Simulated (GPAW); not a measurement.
The system is SiC (Moissanite).

```xyz
4
Lattice="3.0760 0.0000 0.0000 -1.5380 2.6639 0.0000 0.0000 0.0000 5.0480" Properties=species:S:1:pos:R:3 pbc="T T T"
Si    1.5380    0.8880    2.5240
Si    0.0000    1.7759    0.0000
C     1.5380    0.8880    4.4675
C     0.0000    1.7759    1.9435
```

Program: GPAW 26.7.0. Alike in all runs: task band structure; no spin polarisation; cell as given; k mesh 7 × 7 × 4; cutoff (eV) 800; smearing fermi-dirac 0.05 eV.

Problem. Order these runs on this cell by their pressure, lowest first.
A. level LDA; potentials or basis PAW data sets generated in the run's folder for this functional, pw
B. level TASK; potentials or basis GPAW PAW data sets (gpaw-data 1.2.1), pw
C. level rSCAN; potentials or basis GPAW PAW data sets (gpaw-data 1.2.1), pw

Solution. A (-2.8 GPa), C (0.2 GPa), B (8.8 GPa).

Caveats: the PAW data sets were made with another functional, which shifts forces and pressure a little (some runs).
